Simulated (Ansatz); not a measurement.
A run of Ansatz 0.2.0 is set up as follows.

Contents of input.yaml:

```yaml
crystal:
  lattice:
    - [-1.602103413, 1.602103413, 2.08339225]
    - [1.602103413, -1.602103413, 2.08339225]
    - [1.602103413, 1.602103413, -2.08339225]
  atoms:
    - { symbol: Fe, position: [0.0, 0.0, 0.0], spin: 3.0 }
    - { symbol: O, position: [0.5, 0.5, 0.0] }
kpoints:
  mp_grid: { grid: [12, 12, 12] }
  band_path:
    path:
      - [0.0, 0.0, 0.0]
      - [0.0, 0.0, 0.5]
      - [-0.2956711885, 0.2956711885, 0.5]
      - [-0.3978355942, 0.3978355942, 0.3978355942]
      - [0.0, 0.0, 0.0]
      - [0.5, 0.5, -0.5]
      - [0.3978355942, 0.6021644058, -0.3978355942]
      - [0.0, 0.5, 0.0]
    npoints: 12
scf:
  occupations: { method: fermi_dirac, width: 0.05 }
hamiltonian:
  xc: pbesol
  pseudopotentials:
    kind: all_electron
    lapw: { basis_error: 0.001 }
    dirac_shells: { Fe: ["2p"] }
magnetization:
  spin_polarized: true
output:
  forces: true
  stress: true
  eigenvalues: true
```

Potentials or basis: all-electron LAPW, inner shells corrected to Dirac's equation.

Run with:

```bash
$ ansatz run input.yaml --threads 2 --pin off --max-ram 6144MiB --backend cpu --events-out ev --progress --plain --runs-dir out
```

Q: What does it give for the pressure?

A: -16.2 GPa.

Q: Estimate the net moment.

A: 4.00 μB per cell.

Q: What does it give for the site moments?

A: Fe +3.59; O +0.31 μB.

Stress tensor (GPa, compression positive):
```
-17.27   0.00   0.00
  0.00 -17.27   0.00
  0.00   0.00 -14.01
```

Caveat: a cell with one magnetic atom can't hold antiferromagnetic order, which such compounds often take; semilocal functionals often make such compounds metallic where correlation or magnetic order opens a gap, which also shifts bond lengths.
